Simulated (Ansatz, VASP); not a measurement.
# Al36N35 (V_N): VASP beside Ansatz, part 3 of 4

One calculation is typed for both programs; each brings its own data sets. How far apart do they land? Of the first pair: The structure shown is the start of the Ansatz relaxation below; VASP solves that cell, so the two are compared at the walk's first step.

VASP 6.6.1 and Ansatz 0.2.0.

So far. Step 3 (VASP: single point, r2SCAN, start cell, pair 1): The run ends at a pressure of -2.31 GPa, with forces up to 2.2 eV/Å.

## (6) VASP: single point, r2SCAN, relaxed cell, pair 2

Level of this step: r2SCAN; plane waves and PAW (Al, N) (VASP).

The same cell, functional and mesh now go to VASP, with its own data sets.

The input, INCAR:

```
SYSTEM = Al36N35
PREC = Accurate
ENCUT = 580
EDIFF = 1E-06
NELM = 120
ISMEAR = 0
SIGMA = 0.01
LREAL = Auto
ALGO = Normal
METAGGA = R2SCAN
LASPH = .TRUE.
NELECT = 282
NBANDS = 192
LORBIT = 11
LWAVE = .FALSE.
LCHARG = .FALSE.
ISIF = 2
ISYM = 0
GGA_COMPAT = .FALSE.
EFERMI = MIDGAP
LMIXTAU = .TRUE.
NCORE = 2
```

The input, POSCAR:

```
Al36N35
1.0
    9.3195655372      0.0000000854      0.0000000000
   -4.6597828426      8.0709804647      0.0000000000
    0.0000000000      0.0000000000      9.9564777200
Al N
36 35
Direct
    0.2208663874      0.1113582578      0.2497003844
    0.1102501338      0.2222802112      0.5007411100
    0.2211677504      0.1115851253      0.7504360609
    0.1107524500      0.2228665150      0.9998674203
    0.2209311388      0.4443562597      0.2493778605
    0.1113232415      0.5568573854      0.5004199391
    0.2211494168      0.4444984677      0.7504962940
    0.1110983031      0.5566146268      0.9999404054
    0.2221431070      0.7784920239      0.2497471902
    0.1111376835      0.8895038878      0.5001600156
    0.2220654240      0.7785614714      0.7504199343
    0.1111103241      0.8895476967      0.0000051279
    0.5562446083      0.1114846965      0.2494547281
    0.4412763002      0.2170305036      0.5010656871
    0.5560423619      0.1117358043      0.7504317958
    0.4438907789      0.2223293977      0.9995849812
    0.5553524671      0.4452396545      0.2415008105
    0.4414935556      0.5591867703      0.5012974208
    0.5553982511      0.4452340781      0.7510049595
    0.4439054891      0.5567233389      0.9994254133
    0.5562674510      0.7796875186      0.2493255205
    0.4437855677      0.8892743044      0.5004061054
    0.5561360951      0.7794891409      0.7505392575
    0.4440401204      0.8895798091      0.9999459305
    0.8887621212      0.1118589944      0.2495370531
    0.7781215420      0.2225445706      0.5007620458
    0.8887465083      0.1118869914      0.7505323364
    0.7777155158      0.2229174672      0.9998308503
    0.8891217361      0.4443756945      0.2494438259
    0.7836355252      0.5593680011      0.5011319706
    0.8889026791      0.4445805689      0.7504730241
    0.7783033233      0.5567618544      0.9995963796
    0.8892497749      0.7797486440      0.2497088767
    0.7783442729      0.8903820855      0.5007383948
    0.8890323087      0.7794560646      0.7504614989
    0.7778079951      0.8899188939      0.9998843336
    0.2226052340      0.1126103394      0.4405770710
    0.1111434003      0.2227547632      0.1906066504
    0.2223025808      0.1121582152      0.9408418627
    0.1110412861      0.2227479431      0.6907427198
    0.2225249827      0.4445677959      0.4403686695
    0.1110451263      0.5560548326      0.1909015817
    0.2222206541      0.4455810216      0.9408236093
    0.1110273699      0.5559984895      0.6904448964
    0.2220324004      0.7786452224      0.4406206652
    0.1110972677      0.8895067180      0.1909820737
    0.2219767499      0.7787542712      0.9408127907
    0.1110484387      0.8895258638      0.6903691928
    0.5559207660      0.1130401954      0.4403470509
    0.4444351680      0.2229515091      0.1924855444
    0.5550312334      0.1122479509      0.9408296527
    0.4449632839      0.2240652891      0.6894967723
    0.4444243959      0.5561093207      0.1921144709
    0.5552999140      0.4454305182      0.9418194223
    0.4449619473      0.5556654797      0.6897542271
    0.5560752547      0.7780943826      0.4402754034
    0.4445477680      0.8895294512      0.1908966739
    0.5551555244      0.7785192135      0.9408948327
    0.4445781975      0.8895778787      0.6904319675
    0.8887072920      0.1119220291      0.4404691219
    0.7777522976      0.2228000238      0.1905477034
    0.8886253441      0.1120957740      0.9407642004
    0.7777870127      0.2228413032      0.6907425836
    0.8876214912      0.4447459501      0.4402909320
    0.7775973510      0.5561603798      0.1925063156
    0.8884793435      0.4456835175      0.9408802752
    0.7765731959      0.5556387068      0.6895682997
    0.8880496799      0.7780373232      0.4405676212
    0.7778501863      0.8894409031      0.1906061607
    0.8885845347      0.7784412639      0.9408756518
    0.7778129047      0.8895369246      0.6907548688
```

The input, KPOINTS:

```
Points of the shifted mesh
1
Reciprocal
 0.2500000000  0.2500000000  0.2500000000 1
```

PAW data sets: Al and N (PBE family, release 64).

Run with:

```bash
mpirun -np 8 vasp_std
```

Numbers of over 12 decimals in the logs are rounded to 6 here.

Log:

```text
[banner, memory and clock lines left out]
running    8 mpi-ranks, on    1 nodes
[...]
[... a notice as in an earlier step ...]

 LDA part: xc-table for (None), standard interpolation
 POSCAR, INCAR and KPOINTS ok, starting setup
[...]
entering main loop
       N       E                     dE             d eps       ncg     rms          rms(c)
DAV:   1     0.112963836362E+04    0.11296E+04   -0.14518E+05   384   0.151E+03
DAV:   2    -0.690327770704E+03   -0.18200E+04   -0.17427E+04   472   0.300E+02
DAV:   3    -0.836858691253E+03   -0.14653E+03   -0.14538E+03   464   0.916E+01
DAV:   4    -0.839233569363E+03   -0.23749E+01   -0.23671E+01   456   0.123E+01
DAV:   5    -0.839280047178E+03   -0.46478E-01   -0.46433E-01   472   0.161E+00BRMIX: very serious problems
 the old and the new charge density differ
 old charge density:   283.00000 new  282.00000
    0.527E+01
DAV:   6    -0.712837749513E+03    0.12644E+03   -0.29278E+02   440   0.333E+01    0.234E+01
DAV:   7    -0.687278315224E+03    0.25559E+02   -0.13313E+01   440   0.101E+01    0.133E+01
DAV:   8    -0.712541235094E+03   -0.25263E+02   -0.93678E+00   400   0.981E+00    0.765E+00
DAV:   9    -0.680116787201E+03    0.32424E+02   -0.96130E+00   400   0.833E+00    0.200E+00
[...]
DAV:  25    -0.686962511771E+03   -0.15522E-05   -0.84322E-07   240   0.252E-03    0.428E-03
DAV:  26    -0.686962512929E+03   -0.11581E-05   -0.21176E-07   216   0.140E-03    0.119E-03
DAV:  27    -0.686962513023E+03   -0.93889E-07   -0.19039E-07   216   0.119E-03
   1 F= -.68696251E+03 E0= -.68696251E+03  d E =0.000000E+00
```

From OUTCAR (step 6):

```text
 POSITION                                       TOTAL-FORCE (eV/Angst)
 -----------------------------------------------------------------------------------
      1.53947      0.89877      2.48614        -0.001502      0.003005      0.003891
     -0.00829      1.79402      4.98562         0.004837     -0.000557     -0.002191
      1.54122      0.90060      7.47170         0.003993      0.005547     -0.012707
     -0.00634      1.79875      9.95516         0.003864      0.003782      0.008671
     -0.01162      3.58639      2.48293        -0.002900      0.001963      0.004939
     -1.55735      4.49439      4.98242         0.001730     -0.002002     -0.007124
     -0.01025      3.58754      7.47230         0.004790      0.002876     -0.011328
     -1.55832      4.49243      9.95588         0.002197     -0.001033      0.009550
     -1.55733      6.28319      2.48660        -0.001434     -0.000830      0.004105
     -3.10914      7.17917      4.97983        -0.001406      0.001844     -0.008680
     -1.55837      6.28375      7.47154         0.001448     -0.001038     -0.013047
     -3.10960      7.17952      0.00005         0.003323      0.003852      0.009648
      4.66446      0.89979      2.48369        -0.003451     -0.000889      0.006007
      3.10119      1.75165      4.98885         0.001976     -0.002492      0.006381
[...]
-----------------------------------------------------------------------------------
    total drift:                               -0.000690      0.015455     -0.263203

  FREE ENERGIE OF THE ION-ELECTRON SYSTEM (eV)
  ---------------------------------------------------
  free  energy   TOTEN  =      -686.9625130232 eV

  energy  without entropy=     -686.9625130232  energy(sigma->0) =     -686.96251302
```

The run ends at a pressure of -2.61 GPa, with forces up to 0.020 eV/Å.

## (7) Differences

Both answers:

| quantity | Ansatz | VASP | difference |
| --- | --- | --- | --- |
| gap on the k mesh (eV) | 3.932 | 3.937 | -0.005 |

At this near-relaxed geometry the largest component of a force difference is 11 meV/Å. A gap on the mesh is an upper bound, since the band edges may lie between its points. The cell carries a charge of +1 e against a uniform background, so its pressure also hangs on how the neutralising background is counted, and in a defect's cell a gap may be the spacing between its levels.

## (8) Ansatz: relaxation, r2SCAN

The two programs are compared at the cell with which this relaxation starts, whose forces are those of its first step.

The structure compared here is the start of the Ansatz relaxation; VASP solves that cell, so the two are compared at the walk's first step.

The input, input.yaml:

```yaml
crystal:
  lattice:
    - [9.31956554, 9.0e-08, 0.0]
    - [-4.65978284, 8.07098046, 0.0]
    - [0.0, 0.0, 9.95647772]
  atoms:
    - { symbol: Al, position: [0.22222222, 0.11111111, 0.24960167] }
    - { symbol: Al, position: [0.11111111, 0.22222222, 0.49960167] }
    - { symbol: "N", position: [0.22222222, 0.11111111, 0.44039833] }
    - { symbol: "N", position: [0.11111111, 0.22222222, 0.19039833] }
    - { symbol: Al, position: [0.22222222, 0.11111111, 0.74960167] }
    - { symbol: Al, position: [0.11111111, 0.22222222, 0.99960167] }
    - { symbol: "N", position: [0.22222222, 0.11111111, 0.94039833] }
    - { symbol: "N", position: [0.11111111, 0.22222222, 0.69039833] }
    - { symbol: Al, position: [0.22222222, 0.44444444, 0.24960167] }
    - { symbol: Al, position: [0.11111111, 0.55555556, 0.49960167] }
    - { symbol: "N", position: [0.22222222, 0.44444444, 0.44039833] }
    - { symbol: "N", position: [0.11111111, 0.55555556, 0.19039833] }
    - { symbol: Al, position: [0.22222222, 0.44444444, 0.74960167] }
    - { symbol: Al, position: [0.11111111, 0.55555556, 0.99960167] }
    - { symbol: "N", position: [0.22222222, 0.44444444, 0.94039833] }
    - { symbol: "N", position: [0.11111111, 0.55555556, 0.69039833] }
    - { symbol: Al, position: [0.22222222, 0.77777778, 0.24960167] }
    - { symbol: Al, position: [0.11111111, 0.88888889, 0.49960167] }
    - { symbol: "N", position: [0.22222222, 0.77777778, 0.44039833] }
    - { symbol: "N", position: [0.11111111, 0.88888889, 0.19039833] }
    - { symbol: Al, position: [0.22222222, 0.77777778, 0.74960167] }
    - { symbol: Al, position: [0.11111111, 0.88888889, 0.99960167] }
    - { symbol: "N", position: [0.22222222, 0.77777778, 0.94039833] }
    - { symbol: "N", position: [0.11111111, 0.88888889, 0.69039833] }
    - { symbol: Al, position: [0.55555556, 0.11111111, 0.24960167] }
    - { symbol: Al, position: [0.44444444, 0.22222222, 0.49960167] }
    - { symbol: "N", position: [0.55555556, 0.11111111, 0.44039833] }
    - { symbol: "N", position: [0.44444444, 0.22222222, 0.19039833] }
    - { symbol: Al, position: [0.55555556, 0.11111111, 0.74960167] }
    - { symbol: Al, position: [0.44444444, 0.22222222, 0.99960167] }
    - { symbol: "N", position: [0.55555556, 0.11111111, 0.94039833] }
    - { symbol: "N", position: [0.44444444, 0.22222222, 0.69039833] }
    - { symbol: Al, position: [0.55555556, 0.44444444, 0.24960167] }
    - { symbol: Al, position: [0.44444444, 0.55555556, 0.49960167] }
    - { symbol: "N", position: [0.44444444, 0.55555556, 0.19039833] }
    - { symbol: Al, position: [0.55555556, 0.44444444, 0.74960167] }
    - { symbol: Al, position: [0.44444444, 0.55555556, 0.99960167] }
    - { symbol: "N", position: [0.55555556, 0.44444444, 0.94039833] }
    - { symbol: "N", position: [0.44444444, 0.55555556, 0.69039833] }
    - { symbol: Al, position: [0.55555556, 0.77777778, 0.24960167] }
    - { symbol: Al, position: [0.44444444, 0.88888889, 0.49960167] }
    - { symbol: "N", position: [0.55555556, 0.77777778, 0.44039833] }
    - { symbol: "N", position: [0.44444444, 0.88888889, 0.19039833] }
    - { symbol: Al, position: [0.55555556, 0.77777778, 0.74960167] }
    - { symbol: Al, position: [0.44444444, 0.88888889, 0.99960167] }
    - { symbol: "N", position: [0.55555556, 0.77777778, 0.94039833] }
    - { symbol: "N", position: [0.44444444, 0.88888889, 0.69039833] }
    - { symbol: Al, position: [0.88888889, 0.11111111, 0.24960167] }
    - { symbol: Al, position: [0.77777778, 0.22222222, 0.49960167] }
    - { symbol: "N", position: [0.88888889, 0.11111111, 0.44039833] }
    - { symbol: "N", position: [0.77777778, 0.22222222, 0.19039833] }
    - { symbol: Al, position: [0.88888889, 0.11111111, 0.74960167] }
    - { symbol: Al, position: [0.77777778, 0.22222222, 0.99960167] }
    - { symbol: "N", position: [0.88888889, 0.11111111, 0.94039833] }
    - { symbol: "N", position: [0.77777778, 0.22222222, 0.69039833] }
    - { symbol: Al, position: [0.88888889, 0.44444444, 0.24960167] }
    - { symbol: Al, position: [0.77777778, 0.55555556, 0.49960167] }
    - { symbol: "N", position: [0.88888889, 0.44444444, 0.44039833] }
    - { symbol: "N", position: [0.77777778, 0.55555556, 0.19039833] }
    - { symbol: Al, position: [0.88888889, 0.44444444, 0.74960167] }
    - { symbol: Al, position: [0.77777778, 0.55555556, 0.99960167] }
    - { symbol: "N", position: [0.88888889, 0.44444444, 0.94039833] }
    - { symbol: "N", position: [0.77777778, 0.55555556, 0.69039833] }
    - { symbol: Al, position: [0.88888889, 0.77777778, 0.24960167] }
    - { symbol: Al, position: [0.77777778, 0.88888889, 0.49960167] }
    - { symbol: "N", position: [0.88888889, 0.77777778, 0.44039833] }
    - { symbol: "N", position: [0.77777778, 0.88888889, 0.19039833] }
    - { symbol: Al, position: [0.88888889, 0.77777778, 0.74960167] }
    - { symbol: Al, position: [0.77777778, 0.88888889, 0.99960167] }
    - { symbol: "N", position: [0.88888889, 0.77777778, 0.94039833] }
    - { symbol: "N", position: [0.77777778, 0.88888889, 0.69039833] }
  host:
    repeats: [3, 3, 2]
    atoms:
      - { symbol: Al, position: [0.66666667, 0.33333333, 0.49920333] }
      - { symbol: Al, position: [0.33333333, 0.66666667, 0.99920333] }
      - { symbol: "N", position: [0.66666667, 0.33333333, 0.88079667] }
      - { symbol: "N", position: [0.33333333, 0.66666667, 0.38079667] }
total_charge: 3
basis:
  ecutwfc: 500
  xc_grid: 2
hamiltonian:
  xc: r2scan
  pseudopotentials: { kind: paw, azcp: { folder: soft_1 } }
kpoints:
  mp_grid: { grid: [1, 1, 1], shift: [0.25, 0.25, 0.25] }
scf:
  occupations: { method: fixed }
  max_iter: 60
output:
  forces: true
  charged_corrections:
    epsilon: [4.49, 4.49, 4.72]
    static_epsilon: [8.15, 8.15, 9.65]
    defect_position: [0.555556, 0.444444, 0.440398]
relax:
  f_tol: 0.02
  max_steps: 80
  random_displacement: { amplitude: 0.05, seed: 6720 }
checkpoint:
  write: "../qp3.relax.run"
  compress: false
  write_wavefunctions: true
  write_every: 100000
```

Run with:

```bash
ansatz run input.yaml --threads 4 --pin off --max-ram 7536MiB --backend cpu --events-out ev --progress --plain --runs-dir out
```

Log:

```text
[...]
Crystal: 71 atoms, lattice volume = 748.907 Å³
Basis set: ecut = 500 eV, 18913 PW (Γ), exchange–correlation on 144×144×150 points (8 copies of the dense FFT grid, shifted against one another)
Bands: 211, of which v1, the nominal top of the filled ones, is band 140 counted from 1 (139 counted from 0)
Symmetry: 1 space group operations
k-points: 1
[...]
SCF iter   1: F=—  HF=-33105.222452 eV  |F-HF|=—  |Δ(HF+E_count)|=         —  Δρ=1.46e-1  dr2=2.10e2  dr2_τ=2.08e1  ethr=3.10e-3  ⟨swp⟩=4.0  Hψ=660  notcnv=0  defer=67
[...]
- { symbol: Al, position: [0.111744, 0.556168, 1.000376] }
    - { symbol: N, position: [0.220169, 0.443643, 0.939717] }
    - { symbol: N, position: [0.111547, 0.555091, 0.687642] }
[...]
- { symbol: Al, position: [0.888916, 0.778466, 0.246780] }
    - { symbol: Al, position: [0.779120, 0.890951, 0.500698] }
    - { symbol: N, position: [0.887584, 0.777567, 0.438963] }
    - { symbol: N, position: [0.778087, 0.888401, 0.190505] }
    - { symbol: Al, position: [0.890969, 0.782890, 0.751877] }
    - { symbol: Al, position: [0.778777, 0.890293, 1.000214] }
    - { symbol: N, position: [0.890385, 0.779961, 0.939736] }
    - { symbol: N, position: [0.778470, 0.889035, 0.689705] }
```

[end of part 3 of 4]

[Lines on the potential files, build, host, timing and source positions are cut from VASP's logs without a mark.]

[Logs are printed without paths, hosts, clocks, repeated set-up lines and the standing remarks that a program may print on its own settings, such as how far it seeks lower states.]

[Hosts, paths, dates, database ids (printed as entryN), source tags and the programs' standing remarks are cut or masked in the printed files.]
